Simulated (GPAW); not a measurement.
Crystal: Si2Mo.

```
Mo Si
1.0
    -1.60000    1.60000    3.93050
     1.60000   -1.60000    3.93050
     1.60000    1.60000   -3.93050
Mo Si
1 2
Direct
  0.00000 0.00000 0.00000
  0.66700 0.66700 0.00000
  0.33300 0.33300 0.00000
```

Base run:

- Program: GPAW 26.7.0
- Functional: PBEsol
- Potentials or basis: PAW data sets generated in the run's folder for this functional
- Cutoff: 600 eV
- Basis: pw
- k mesh: 12 × 12 × 12
- Occupations: fermi-dirac, width 0.05 eV
- Spin: no spin polarisation

Its results: pressure -2.1 GPa; largest force 0.313 eV/Å.

Question: After a change of settings the same cell gave: pressure 11.5 GPa; largest force 0.314 eV/Å. Which change was it?
A. functional from PBEsol to BLYP
B. functional from PBEsol to RPBE; potentials or basis from PAW data sets generated in the run's folder for this functional to the program's PAW data sets (release 1.2.1) made for this functional
C. functional from PBEsol to PBE; k mesh from 12 × 12 × 12 to 8 × 8 × 8

Answer: A.

BLYP binds less tightly than PBEsol, so the same cell stands under more pressure.

Not every run made on this cell is shown here.
